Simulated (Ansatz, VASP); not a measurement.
## GaP: VASP beside Ansatz

INCAR

```
SYSTEM = GaP
PREC = Accurate
ENCUT = 520
EDIFF = 1E-6
ISMEAR = -1
SIGMA = 0.05
LREAL = .FALSE.
LASPH = .TRUE.
NELM = 80
ALGO = Normal
ISIF = 2
LWAVE = .FALSE.
LCHARG = .FALSE.
GGA = PE
NBANDS = 16
```

KPOINTS

```
Automatic mesh
0
G
  6 6 6
  0 0 0
```

File POSCAR:

```
GaP
1.0
    0.0000000000      2.7252500000      2.7252500000
    2.7252500000      0.0000000000      2.7252500000
    2.7252500000      2.7252500000      0.0000000000
Ga P
1 1
Direct
    0.0000000000      0.0000000000      0.0000000000
    0.7500000000      0.7500000000      0.7500000000
```

Contents of input.yaml:

```yaml
crystal:
  lattice:
    - [0.0, 2.72525, 2.72525]
    - [2.72525, 0.0, 2.72525]
    - [2.72525, 2.72525, 0.0]
  atoms:
    - { symbol: Ga, position: [0.0, 0.0, 0.0] }
    - { symbol: P, position: [0.75, 0.75, 0.75] }
kpoints:
  mp_grid: { grid: [6, 6, 6] }
  band_path:
    path:
      - [0.0, 0.0, 0.0]
      - [0.5, 0.0, 0.5]
      - [0.5, 0.25, 0.75]
      - [0.375, 0.375, 0.75]
      - [0.0, 0.0, 0.0]
      - [0.5, 0.5, 0.5]
      - [0.625, 0.25, 0.625]
      - [0.5, 0.25, 0.75]
    npoints: 10
scf:
  occupations: { method: fermi_dirac, width: 0.05 }
hamiltonian:
  xc: pbe
  pseudopotentials: { kind: all_electron, lapw: { basis_error: 0.001 } }
output:
  forces: true
  stress: true
  eigenvalues: true
```

Alike in both runs: functional PBE; k mesh 6 × 6 × 6; occupations fermi-dirac, width 0.05 eV; no spin polarisation.

|  | VASP | Ansatz |
| --- | --- | --- |
| version | VASP 6.6.1 | Ansatz 0.2.0 |
| potentials or method | VASP PAW PBE potentials, release 64 (Ga_d, P) | all-electron LAPW, scalar-relativistic |
| plane-wave cutoff (eV) | 520 | see its input |
| task | single point | band structure |

Ansatz gave:

| Item | Value |
| --- | --- |
| gap on the k mesh at the Fermi level (eV) | 1.65 |
| least direct gap on the mesh (eV) | 1.83 |
| pressure (GPa) | 2.5 |

Q: What did VASP give for the same quantities?

A: gap on the k mesh at the Fermi level (eV): 1.65; least direct gap on the mesh (eV): 1.82; pressure (GPa): 2.4.

Ansatz ran all-electron here, so the differences hold the error of VASP's frozen core and of both bases.

A k mesh can miss the band edges.
